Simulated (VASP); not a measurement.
# RbCl (Fm-3m) in VASP: a series of runs

One crystal, RbCl, is run at these levels: PBEsol, PBE; tasks: single point.

All numbers are computed with VASP 6.6.1; they aren't measurements. Logs are shortened: lines on timing, memory, paths and dates and some standing lists are left out, and cuts for length are marked.

## 1. The crystal as given

Symmetry: Fm-3m, No. 225, cubic system. The conventional cell has a = 6.548 Å, b = 6.548 Å, c = 6.548 Å, α = 90.00°, β = 90.00°, γ = 90.00°. Rb (site symmetry m-3m) is surrounded by 6 Cl at 3.27 Å. Around Cl (site symmetry m-3m) lie 6 Rb at 3.27 Å.

## 2. Single point, PBEsol

INCAR

```
PREC = Accurate ; ENCUT = 520
EDIFF = 1E-7 ; ISMEAR = -1
SIGMA = 0.05 ; LREAL = False
LASPH = True ; NELM = 80
ALGO = Normal ; ISIF = 2
LWAVE = False ; LCHARG = False
GGA = PS ; NBANDS = 15
```

KPOINTS

```
Automatic mesh
0
Gamma
  7 7 7
```

POSCAR

```
RbCl
1.0
    0.0000000000      3.2740000000      3.2740000000
    3.2740000000      0.0000000000      3.2740000000
    3.2740000000      3.2740000000      0.0000000000
Rb Cl
1 1
Direct
    0.0000000000      0.0000000000      0.0000000000
    0.5000000000      0.5000000000      0.5000000000
```

Potentials or basis: VASP PAW PBE potentials, release 64 (Rb_sv, Cl).

On the command line:

```bash
$ cat potpaw_PBE.64/Rb_sv/POTCAR potpaw_PBE.64/Cl/POTCAR > POTCAR
$ mpirun -np 1 vasp_std > vasp.out
```

OUTCAR:

```text
PREC = Accurate
   ENCUT = 520
   EDIFF = 1E-7
   ISMEAR = -1
   LREAL = False
   LASPH = True
   NELM = 80
   ISIF = 2
   GGA = PS

 ion  position               nearest neighbor table
   1  0.000  0.000  0.000-   2 3.27   2 3.27   2 3.27   2 3.27   2 3.27   2 3.27
   2  0.500  0.500  0.500-   1 3.27   1 3.27   1 3.27   1 3.27   1 3.27   1 3.27

  LATTYP: Found a face centered cubic cell.
 ALAT       =     6.5480000000

  Lattice vectors:

 A1 = (   0.0000000000,   3.2740000000,   3.2740000000)
 A2 = (   3.2740000000,   0.0000000000,   3.2740000000)
 A3 = (   3.2740000000,   3.2740000000,   0.0000000000)

Analysis of symmetry for initial positions (statically):
=====================================================================
 Subroutine PRICEL returns:
 Original cell was already a primitive cell.

 Routine SETGRP: Setting up the symmetry group for a
 face centered cubic supercell.

 Subroutine GETGRP returns: Found 48 space group operations
 (whereof 48 operations were pure point group operations)
 out of a pool of 48 trial point group operations.

The static configuration has the point symmetry O_h .

Analysis of symmetry for dynamics (positions and initial velocities):
=====================================================================
 Subroutine PRICEL returns:
 Original cell was already a primitive cell.

 Routine SETGRP: Setting up the symmetry group for a
 face centered cubic supercell.

 Subroutine GETGRP returns: Found 48 space group operations
 (whereof 48 operations were pure point group operations)
 out of a pool of 48 trial point group operations.

The dynamic configuration has the point symmetry O_h .

 Subroutine INISYM returns: Found 48 space group operations
 (whereof 48 operations are pure point group operations),
 and found     1 'primitive' translations

----------------------------------------------------------------------------------------

                                     Primitive cell

  volume of cell :      70.1885

  direct lattice vectors                    reciprocal lattice vectors
     0.000000000  3.274000000  3.274000000    -0.152718387  0.152718387  0.152718387
     3.274000000  0.000000000  3.274000000     0.152718387 -0.152718387  0.152718387
     3.274000000  3.274000000  0.000000000     0.152718387  0.152718387 -0.152718387

  length of vectors
     4.630135203  4.630135203  4.630135203     0.264516006  0.264516006  0.264516006

  position of ions in fractional coordinates (direct lattice)
     0.000000000  0.000000000  0.000000000
     0.500000000  0.500000000  0.500000000
[... 82 lines left out ...]
   PSTRESS=    0.0 pullay stress
   NELECT =      16.0000    total number of electrons
   NUPDOWN=      -1.0000    fix difference up-down
   EMIN   =  10.00;   EMAX   =-10.00  energy-range for DOS
   EFERMI =   0.00;   METHOD = LEGACY
   ISMEAR =    -1;   SIGMA  =   0.05  broadening in eV -4-tet -1-fermi 0-gaus
   EFERMI_NEDOS =   21; number of points for ismear=-14 and -15
   IALGO  =     38    algorithm
   IMIX   =      4    mixing-type and parameters
     AMIX     =   0.40;   BMIX     =  1.00
     AMIX_MAG =   1.60;   BMIX_MAG =  1.00
  volume/ion in A,a.u.               =      35.09       236.83
  Fermi-wavevector in a.u.,A,eV,Ry     =   1.000060  1.889840 13.607465  1.000120
  Thomas-Fermi vector in A             =   2.132392
   LORBIT       =      0    0 simple, 1 ext, 2 COOP (PROOUT), +10 PAW based schemes
   GGA     = PS    functional components
   LHFCALC =     F    Hartree Fock is set to
   AEXX    =    0.0000 exact exchange contribution
   IVDW    =     0    specifies the selected vdW correction
   LEPSILON=     F    determine dielectric tensor
   LRPA    =     F    only Hartree local field effects (RPA)
 non-spin polarized calculation
  energy-cutoff  :      520.00
  volume of cell :       70.19
 maximum number of plane-waves:      1917
   NGX = 17   NGY = 17   NGZ = 17

 number of electron      16.0000001 magnetization

 Free energy of the ion-electron system (eV)
  ---------------------------------------------------
  ext. energy  EPLUGINS =         0.00000000
  ---------------------------------------------------
  free energy    TOTEN  =        -6.89454408 eV

  energy without entropy =       -6.89454408  energy(sigma->0) =       -6.89454408

 E-fermi :  -0.7985     XC(G=0):  -7.5903

 val. band max:       -1.8941591741   @ k =   0.0000   0.0000   0.0000
 cond. band min:       2.9931930263   @ k =   0.0000   0.0000   0.0000
 fundamental gap:      4.8873522004
 Fermi energy:        -0.7984543519

 k-point     1 :       0.0000    0.0000    0.0000
  band No.  band energies     occupation
      1     -25.7352      2.00000
      2     -13.8769      2.00000
      3      -9.7951      2.00000
      4      -9.7951      2.00000
      5      -9.7951      2.00000
      6      -1.8942      2.00000
      7      -1.8942      2.00000
      8      -1.8942      2.00000
      9       2.9932      0.00000
     10       6.0187      0.00000
     11       6.0187      0.00000
     12       6.0187      0.00000
     13       7.0097      0.00000
     14       7.0097      0.00000
[... 329 lines left out ...]
      2     -13.8678      2.00000
      3     -10.0030      2.00000
      4      -9.9437      2.00000
      5      -9.7899      2.00000
      6      -2.3856      2.00000
      7      -2.1578      2.00000
      8      -2.1462      2.00000
      9       5.3867      0.00000
     10       6.0789      0.00000
     11       7.4079      0.00000
     12       7.5764      0.00000
     13       9.3796      0.00000
     14       9.4927      0.00000
     15      10.5552      0.00000

------------------------ aborting loop because EDIFF is reached ----------------------------------------

  FORCE on cell =-STRESS in cart. coord.  units (eV):
  Direction    XX          YY          ZZ          XY          YZ          ZX
  --------------------------------------------------------------------------------------
  -------------------------------------------------------------------------------------
  Total       -0.0067522     -0.0067522     -0.0067522      0.0000000     -0.0000000      0.0000000
  in kB       -0.1541314     -0.1541314     -0.1541314      0.0000000     -0.0000000      0.0000000
  external PRESSURE =      -0.1541314 kB  Pullay stress =       0.0000000 kB

 VOLUME and BASIS-vectors are now :
 -----------------------------------------------------------------------------
  energy-cutoff  :      520.00
  volume of cell :       70.19
      direct lattice vectors                 reciprocal lattice vectors
     0.000000000  3.274000000  3.274000000    -0.152718387  0.152718387  0.152718387
     3.274000000  0.000000000  3.274000000     0.152718387 -0.152718387  0.152718387
     3.274000000  3.274000000  0.000000000     0.152718387  0.152718387 -0.152718387

 POSITION                                       TOTAL-FORCE (eV/Angst)
 -----------------------------------------------------------------------------------
      0.00000      0.00000      0.00000         0.000000      0.000000     -0.000000
      3.27400      3.27400      3.27400        -0.000000     -0.000000      0.000000
 -----------------------------------------------------------------------------------
    total drift:                                0.000000      0.000000      0.000000

  FREE ENERGIE OF THE ION-ELECTRON SYSTEM (eV)
  ---------------------------------------------------
  free  energy   TOTEN  =        -6.8945440762 eV

  energy  without entropy=       -6.8945440761  energy(sigma->0) =       -6.89454408
```

OSZICAR:

```text
N       E                     dE             d eps       ncg     rms          rms(c)
DAV:   1     0.831884740667E+02    0.83188E+02   -0.70231E+03   600   0.934E+02
DAV:   2    -0.144494884185E+01   -0.84633E+02   -0.76699E+02   881   0.169E+02
DAV:   3    -0.704946269351E+01   -0.56045E+01   -0.55782E+01   775   0.453E+01
DAV:   4    -0.719911713422E+01   -0.14965E+00   -0.14963E+00   905   0.726E+00
DAV:   5    -0.720010376813E+01   -0.98663E-03   -0.98663E-03   811   0.567E-01    0.306E+00
DAV:   6    -0.690015184001E+01    0.29995E+00   -0.40967E-01   775   0.324E+00    0.229E+00
DAV:   7    -0.688133549994E+01    0.18816E-01   -0.94650E-02   817   0.169E+00    0.133E+00
DAV:   8    -0.689296147387E+01   -0.11626E-01   -0.14546E-02   742   0.747E-01    0.157E-01
DAV:   9    -0.689396457772E+01   -0.10031E-02   -0.12877E-03   782   0.190E-01    0.873E-02
DAV:  10    -0.689451521128E+01   -0.55063E-03   -0.51020E-04   663   0.132E-01    0.153E-02
DAV:  11    -0.689453695919E+01   -0.21748E-04   -0.29415E-05   796   0.332E-02    0.126E-02
DAV:  12    -0.689454411031E+01   -0.71511E-05   -0.19462E-05   656   0.233E-02    0.372E-03
DAV:  13    -0.689454407620E+01    0.34114E-07   -0.36882E-07   823   0.408E-03
   1 F= -.68945441E+01 E0= -.68945441E+01  d E =-.679344E-10
```

stdout:

```text
POSCAR found type information on POSCAR RbCl
 POSCAR found :  2 types and       2 ions
 scaLAPACK will be used
 -----------------------------------------------------------------------------
|                                                                             |
|                                                                             |
|     You enforced a specific xc type in the INCAR file but a different       |
|     I HOPE YOU KNOW WHAT YOU ARE DOING!                                     |
|                                                                             |
 -----------------------------------------------------------------------------

 LDA part: xc-table for (Slater+PW92), standard interpolation
 POSCAR, INCAR and KPOINTS ok, starting setup
 FFT: planning ... GRIDC
 FFT: planning ... GRID_SOFT
 FFT: planning ... GRID
 WAVECAR not read
 entering main loop
```

Run time: 30 s. Hardware: 1 thread of Intel Xeon Platinum 8375C at 2.90GHz (Ice Lake), shared host; peak memory 0.2 GiB.

Results:

```
Free energy            : -6.8945 eV
Pressure               : 0.0 GPa
Band gap on the k mesh : 4.89 eV, direct
```

Levels at points of the mesh, in eV from the valence-band top:
```csv
k point,band 6,band 7,band 8,band 9,band 10,band 11
"(0.00, 0.00, 0.00)",0.00,0.00,0.00,4.89,7.91,7.91
```

Caveat: the PAW data sets were made with another functional, which shifts forces and pressure a little; an odd mesh through Γ misses points on the zone boundary, where band edges often lie.

(Continued in part 2 of 2.)
